Q: I have the occupied levels of magnesium sulfide at five points of a mesh and need them at two more. How much can a level move from one point to another?

A: By electronvolts. The deep sulfur 3s level lies 11 to 13 eV below the top of the valence band and moves by less than 2 eV over the five known points. The three sulfur 3p levels start together at the top, and the lowest of them falls by about 4 eV.

Each row is one wave vector: point a, point b and point c say how the phase of an electron wave changes from cell to cell. Level under 1 is the highest occupied level and level under 4 the deepest of the four shown, counted from the valence top. Magnesium's core-like levels lie deeper still. I read level under 4 as mainly S 3s and the other three as mainly S 3p, which is standard chemistry for a sulfide. The run uses home-made atomic orbitals as its basis, and no check with a larger basis is given, so the levels belong to this setting.

Electron levels of MgS with atoms moved at random by about 0.05 Å, from ABACUS 3.10.1 with PBE, PseudoDojo NC SR 0.4.1 PBE standard pseudopotentials and a DZP atomic-orbital basis. The run uses a 9×9×9 k mesh, a 1360.57 eV cutoff and Fermi-Dirac smearing of 0.05 eV, without spin polarisation or spin-orbit coupling. Levels are counted from the valence top.

```
point a (reciprocal cell vector)  point b (reciprocal cell vector)  point c (reciprocal cell vector)  level under 4 (eV)  level under 3 (eV)  level under 2 (eV)  level under 1 (eV)
                          0.0000                            0.0000                            0.0000             -12.711              -0.015              -0.001               0.000
                         -0.4444                            0.4444                            0.0000             -11.006              -4.141              -2.171              -1.631
                          0.2222                            0.1111                           -0.1111             -11.981              -2.781              -1.207              -0.540
                          0.0000                            0.0000                            0.2222             -12.252              -2.446              -0.281              -0.270
                          0.2222                           -0.2222                            0.2222                   ?                   ?                   ?                   ?
                         -0.3333                            0.3333                            0.3333                   ?                   ?                   ?                   ?
                         -0.3333                            0.2222                            0.4444             -11.002              -3.577              -3.003              -2.138
```

Q: Away from the first row the 3s level goes up and the 3p levels go down. Why the opposite signs?

A: In the first row, the point Γ, every cell has the same phase. Round 3s orbitals then meet with equal signs and bond, so that level is at its lowest. A 3p orbital has a positive and a negative lobe. With equal phases in all cells, unlike lobes face each other head-on, which is antibonding and puts the 3p levels at their highest.

A phase change undoes both. By the seventh row the 3s level has risen by 1.7 eV, while the average 3p level has dropped by 2.9 eV. Theory adds a push from magnesium, whose 3s orbitals are empty in the simple ionic picture. At Γ they mix with sulfur 3s and lower it, while symmetry keeps them apart from sulfur 3p. Away from Γ the first mixing weakens and the 3p orbitals can mix instead, which lowers them further.

Q: In the fourth row only one 3p level drops far. What protects the other two?

A: They still have neighbours in phase. The primitive vectors are equally long and 60° apart, so the lattice is face-centred cubic and this wave runs along a cube diagonal. Sulfur atoms in a plane across that diagonal all share one phase. Two 3p orbitals lie in the plane, keep most of their antibonding contacts and stay near the top; the third points out of it and falls by 2.4 eV. Symmetry also keeps the two in the plane from mixing with magnesium 3s, while the third can mix.

The rule is that a 3p level stays high if its orbital points at sulfur neighbours of equal phase. In this run the atoms were moved at random by about 0.05 Å from their ideal sites, which I ignore. The three levels at Γ differ by only 0.015 eV, so the effect looks small there.

Q: Can you turn the rule into numbers?

A: For 3s, yes, with one cosine sum. Let kx, ky, kz be the wave vector in units of 2π/a, where a is the cube edge, and let θx = 180° × kx, with θy and θz alike. The sum over sulfur neighbours, with each opposite pair counted once, is

S = 2 (cos θx cos θy + cos θy cos θz + cos θz cos θx)

and a fit to the five known rows gives, in eV,

E(3s) = −11.49 − 0.24 S + 0.006 S²

The small last term may come from orbital overlap or from mixing with other orbitals; the fit can't tell them apart.

For 3p I need a 3×3 matrix, one row for each orbital direction. Its diagonal holds the neighbour contacts and the push from magnesium. Its off-diagonal elements mix two directions, for instance −B sin θx sin θy. The average 3p level in the known rows sets three constants, and the fourth row alone sets B.

Q: Show me one estimate from start to finish.

A: Take the sixth row, which played no part in setting the constants, and ask how far mixing spreads its levels. First I need B. In the fourth row all three angles have the size 40°, and equal mixing of three orbitals separates one level from the other two by 3B sin² 40°. The table gives 2.17 eV for this gap, so

B = 2.17 / (3 × 0.413) = 1.75 eV

The sixth row lies at (1, −1/3, −1/3), with angles of 180°, −60° and −60°. Since sin 180° is zero, the x orbital stays unmixed. The y and z orbitals have equal energies and split into two levels with the gap

2 B sin² 60° = 2 × 1.75 × 0.75 = 2.63 eV

Q: Then commit yourself. What do you forecast for the two rows?

A: The fifth row is a wave mostly along one cube axis. I expect 3s near −11.4 eV. One 3p level should lie far down, near −4.4 eV, deeper than in any known row. The other two should lie close together, near −1.6 and −1.2 eV.

In the sixth row I expect 3s near −11.1 eV. Only one 3p orbital still points at neighbours in phase, so one level should stand alone near −1.3 eV. The other two should be low, near −3.9 and −3.1 eV.

My ranges are ±0.1 eV for 3s and ±0.3 eV for each 3p level. The second is nearly three times the model's typical 3p miss in the known rows, 0.11 eV.

The withheld rows as computed:

```
point a (reciprocal cell vector)  point b (reciprocal cell vector)  point c (reciprocal cell vector)  level under 4 (eV)  level under 3 (eV)  level under 2 (eV)  level under 1 (eV)
                          0.2222                           -0.2222                            0.2222             -11.390              -3.937              -1.792              -1.145
                         -0.3333                            0.3333                            0.3333             -11.080              -3.669              -3.354              -1.137
```

Q: How many did you get?

A: Both 3s levels and five of the six 3p levels fall within their ranges. The 3s forecasts are off by less than 0.04 eV, so the cosine sum works well for a round orbital. The sixth row has the predicted pattern of two low levels and one high.

The failure is the lowest 3p level of the fifth row. I said −4.4 eV and the calculation gives −3.94 eV, well outside the range. My claim that it would be the deepest of all is wrong too, because the second row reaches −4.14 eV. The upper two levels of the fifth row are within range, but their gap is 0.65 eV, about twice what the model gave.

Q: Was the model wrong, or only your error bar?

A: Both. The typical miss was averaged over the known rows, which had all helped to set the constants, and this made the model look better than it is. The third row already carried the warning: there, too, the model puts the lowest 3p level too deep, by 0.23 eV. The fit of the average 3p level gave a stronger one. It matches the known rows to 0.05 eV, but when each of them is left out in turn, the typical miss grows to 0.20 eV. A single level can miss by more than the average does, so ±0.3 eV was too narrow.

The model also has a steady fault. In the third, fifth, sixth and seventh rows it places the middle 3p level 0.2 to 0.3 eV too high. In the sixth row this combines with a lowest level that is too deep, so the two low levels are really 0.32 eV apart and not 0.85 eV.

Q: Did your worked estimate survive?

A: Probably. In the model the unmixed orbital is the middle level of the sixth row, and the mixed pair lies above and below it. If the calculation has the same order, the gap of the pair is 2.53 eV. I had 2.63 eV, which is 4% too much, so the mixing constant would carry over well from the fourth row.

The table doesn't say which orbital makes which level, though. The two low levels are close together, and if they are swapped, the gap of the pair is only 2.22 eV and my estimate is clearly too large.

The 3p matrix has no term of its own for hopping to more distant sulfur atoms or for mixing between 3s and 3p, though the fitted magnesium term may have taken up part of them. Either omission could cause such errors, but that is a guess that I haven't tested. The printed output after this exchange lists the model levels and misses in the order of the table.

Q: I also handle calcium sulfide. Does the same reasoning apply?

A: The sulfur part does. Calcium is the larger ion and holds the sulfur atoms further apart, so their orbitals overlap less and theory leads to narrower 3s and 3p bands. As a first guess the order follows the same rule: look for the 3p orbital that points at neighbours in phase, and expect it on top. Calcium also has empty 3d orbitals that can mix with sulfur 3p, so that guess needs a check. The constants found here belong to magnesium sulfide in this PBE calculation and would have to be set anew.

Printed output of the fit:

```
Position in the zone (2 pi / a) and neighbour cosine sum:
      row       kx       ky       kz  cosine sum
      0.0        0        0        0           6
  -0.4444   0.8888  -0.8888        0      -1.993
   0.2222  -0.2222        0   0.4444       2.146
      0.0   0.2222   0.2222  -0.2222       3.521
   0.2222  -0.2222   0.6666  -0.2222     -0.3578
  -0.3333   0.9999  -0.3333  -0.3333        -1.5
  -0.3333   0.9999  -0.1111  -0.5555      -1.858
fit of level_under_4 on 5 rows: constant -11.49 +/- 0.014, coefficient of near -0.2396 +/- 0.0054, coefficient of near**2 0.005993 +/- 0.0013; rms 0.013, worst -0.3333 -0.0204, leave-one-out rms 0.0294
  rows outside the fit (model, value, miss): 0.2222 -11.4, -11.39, -0.0118; -0.3333 -11.12, -11.08, -0.0355
fit of pavg on 5 rows: constant -2.274 +/- 0.061, coefficient of near 0.3371 +/- 0.012, coefficient of far 0.09428 +/- 0.033; rms 0.0524, worst -0.3333 0.083, leave-one-out rms 0.204
  rows outside the fit (model, value, miss): 0.2222 -2.41, -2.291, -0.118; -0.3333 -2.78, -2.72, -0.0601
S 3p levels, model and model less computed (eV):
      row      low  middle      top  miss low  miss middle  miss top  top-middle model  top-middle computed  middle-low model  middle-low computed
      0.0  0.03053  0.0307  0.03087   0.04553       0.0317   0.03087         0.0001732                0.001         0.0001732                0.014
  -0.4444   -4.104  -2.214   -1.804   0.03709     -0.04349   -0.1731            0.4104                 0.54             1.889                 1.97
   0.2222   -3.012  -1.002  -0.5729   -0.2312       0.2049  -0.03293            0.4292                0.667              2.01                1.574
      0.0   -2.485  -0.315  -0.3148  -0.03943     -0.03403  -0.04483            0.0002                0.011              2.17                2.165
   0.2222   -4.408  -1.582   -1.239   -0.4706       0.2102  -0.09415            0.3426                0.647             2.826                2.145
  -0.3333   -3.938   -3.09   -1.312   -0.2694       0.2637   -0.1746             1.779                2.217            0.8481                0.315
  -0.3333   -3.562  -2.792   -2.115   0.01514       0.2109   0.02288            0.6769                0.865            0.7698                0.574
Typical (rms) miss of S 3p levels in known rows (eV): 0.1107
Withheld S 3p levels within 0.3 eV (of six): 5
Withheld S 3s levels within 0.1 eV (of two): 2
```
